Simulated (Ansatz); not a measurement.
**Levels of theory for KZnF3 (Pm-3m)**

All numbers come from the PAW code Ansatz. Calculated for a static, non-magnetic cell.

The cell is a 5-atom cell of KZnF3 started from a crystallographic database; cell and atoms were relaxed with r2SCAN. K has 12 F at 2.86 Å; Zn has 6 F at 2.02 Å; F has 2 Zn at 2.02 Å and 4 K at 2.86 Å.

Space group Pm-3m (No. 221). a = 4.046 Å, b = 4.046 Å, c = 4.046 Å, α = 90.00°, β = 90.00°, γ = 90.00°
```tsv
atom	site	symmetry	x	y	z
K	1a	m-3m	0.0000	0.0000	0.0000
Zn	1b	m-3m	0.5000	0.5000	0.5000
F	3c	4/mm.m	0.5000	0.5000	0.0000
```

Band edges at fixed r2SCAN geometry:

| level | k mesh | gap (eV) | kind | edges | least direct gap (eV) |
| --- | --- | --- | --- | --- | --- |
| LDA | 6×6×6 | 3.64 | indirect | R → Γ | 5.44 |
| PBE | 6×6×6 | 3.87 | indirect | R → Γ | 5.71 |
| r2SCAN | 6×6×6 | 4.64 | indirect | R → Γ | 6.61 |
| HSE06 | 4×4×4 | 6.36 | indirect | R → Γ | 8.07 |
| DDH-PBE0 | 4×4×4 | 9.33 | indirect | R → Γ | 10.98 |
| PBE0 | 4×4×4 | 7.11 | indirect | R → Γ | 8.83 |
| Hartree-Fock | 4×4×4 | 17.22 | indirect | R → Γ | 18.69 |

PBE: smearing of 0.02 eV; the others have fixed occupations.
Wave cutoffs: 420 eV, 500 eV (r2SCAN).

With HSE06 the valence top lies at R and the conduction bottom at Γ, 6.36 eV higher; the smallest vertical gap, at Γ, is 8.07 eV.

r2SCAN covers 31 % of the step from PBE to HSE06. All these functionals give a gap of the same kind, indirect.

On the PBEsol cell (a = 4.053 Å), with PBEsol: All optical modes at Γ are real, from 118 to 412 cm⁻¹ without the longitudinal term; this says nothing of other wave vectors. With the long-range field the highest mode reaches 484 cm⁻¹. ε∞: 2.43 in all directions. With the ions relaxed, ε⁰ is 10.0 in all directions. Born charges, averaged over directions: K +1.20, Zn +2.32, F -1.17 e.

The meshes of the hybrids are coarse, so their gaps aren't converged to the digits shown.
